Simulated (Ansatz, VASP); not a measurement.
## Two plane-wave programs on Se

```
CELL_PARAMETERS angstrom
0.00000 3.24647 3.24647
3.24647 0.00000 3.24647
3.24647 3.24647 0.00000
ATOMIC_POSITIONS crystal
Se 0.12500 0.12500 0.12500
Se 0.87500 0.87500 0.87500
```

Alike in both runs: task single point; functional BLYP; k mesh 10 × 10 × 10; occupations fermi-dirac, width 0.1 eV; no spin polarisation.

|  | VASP | Ansatz |
| --- | --- | --- |
| version | VASP 6.6.1 | Ansatz 0.2.0 |
| potentials or method | VASP PAW PBE potentials, release 64 (Se) | plane waves (420 eV) with PAW, scalar-relativistic |
| plane-wave cutoff (eV) | 520 | 420 |
| valence electrons in the cell | 12 | 32 |

|  | VASP | Ansatz | Ansatz less VASP |
| --- | --- | --- | --- |
| pressure (GPa) | 0.1 | 0.0 | -0.10 |

The two sets of potentials don't hold the same shells in valence.

Caveats: the PAW data sets were made with another functional, which shifts forces and pressure a little (VASP).
